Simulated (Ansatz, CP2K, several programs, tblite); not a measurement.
Energy against volume for Cu2ZnSnS4 in the kesterite structure, at fixed shape and fractional coordinates, computed by several methods (PBE and r2SCAN, where shown, with plane waves in Ansatz); the cell shown is that of r2SCAN. With free coordinates or axes held, a curve is too stiff, and on another method's shape its minimum isn't the method's own volume. Space group I-4 (No. 82), tetragonal; a = 5.414 Å, c = 10.823 Å in the conventional setting, 19.83 Å³ an atom. Around Cu lie 4 S at 2.30 Å; around Zn lie 4 S at 2.34 Å; around Sn lie 4 S at 2.44 Å; around S lie 2 Cu at 2.30 Å and 1 Zn at 2.34 Å and 1 Sn at 2.44 Å. All values are calculated for a non-magnetic cell, which may be hypothetical. Energies count from each curve's lowest point; fits are third-order Birch-Murnaghan.

```yaml
crystal:
  lattice:
    - [-2.70698, 2.70698, 5.41129]
    - [2.70698, -2.70698, 5.41129]
    - [2.70698, 2.70698, -5.41129]
  atoms:
    - { symbol: Cu, position: [0.00000, 0.00000, 0.00000] }
    - { symbol: Cu, position: [0.75000, 0.25000, 0.50000] }
    - { symbol: Zn, position: [0.25000, 0.75000, 0.50000] }
    - { symbol: Sn, position: [0.50000, 0.50000, 0.00000] }
    - { symbol: S, position: [0.10658, 0.62870, 0.99354] }
    - { symbol: S, position: [0.37130, 0.36484, 0.47788] }
    - { symbol: S, position: [0.63516, 0.11304, 0.00646] }
    - { symbol: S, position: [0.88696, 0.89342, 0.52212] }
```

light PBE (260 eV and a coarse mesh), on the shape of the cell shown:

| V (Å³/atom) | E (meV/atom) |
| --- | --- |
| 18.240 | 86.43 |
| 19.033 | 28.96 |
| 19.826 | 7.62 |
| 20.619 | 0.79 |
| 21.412 | 0.00 |
| 22.205 | 18.45 |

The points scatter about the fit by more than 0.3 meV an atom, since at so low a cutoff the number of plane waves jumps with the volume, so no fit is quoted.

GFN1-xTB (tblite), on the shape of the cell shown, as a cluster of 64 atoms at the zone centre:
```csv
V (Å³/atom),E (meV/atom)
17.447,166.27
18.637,62.10
19.826,10.95
21.016,0.00
22.205,18.94
```
V₀ = 20.81 Å³ an atom and B₀ = 74 GPa.

Q: r2SCAN, on the shape of its own relaxed cell, gives
```tsv
V (Å³/atom)	E (meV/atom)
18.637	19.93
19.232	4.67
19.826	0.00
20.421	4.22
21.016	15.92
```
What equilibrium volume and bulk modulus follow?

A: V₀ = 19.82 Å³ an atom and B₀ = 80 GPa.

Q: PBE/SZV (CP2K), on the shape of the cell shown, gives
```
V (Å³/atom)  E (meV/atom)
     17.447        221.97
     18.637         88.69
     19.826         20.22
     21.016          0.00
     22.205         15.15
```
What equilibrium volume and bulk modulus follow?

A: V₀ = 21.04 Å³ an atom and B₀ = 84 GPa.

PBE, on the shape of its own relaxed cell:
```tsv
V (Å³/atom)	E (meV/atom)
19.212	17.83
19.825	4.14
20.438	0.00
21.051	3.79
21.665	14.25
```
V₀ = 20.43 Å³ an atom and B₀ = 69 GPa.
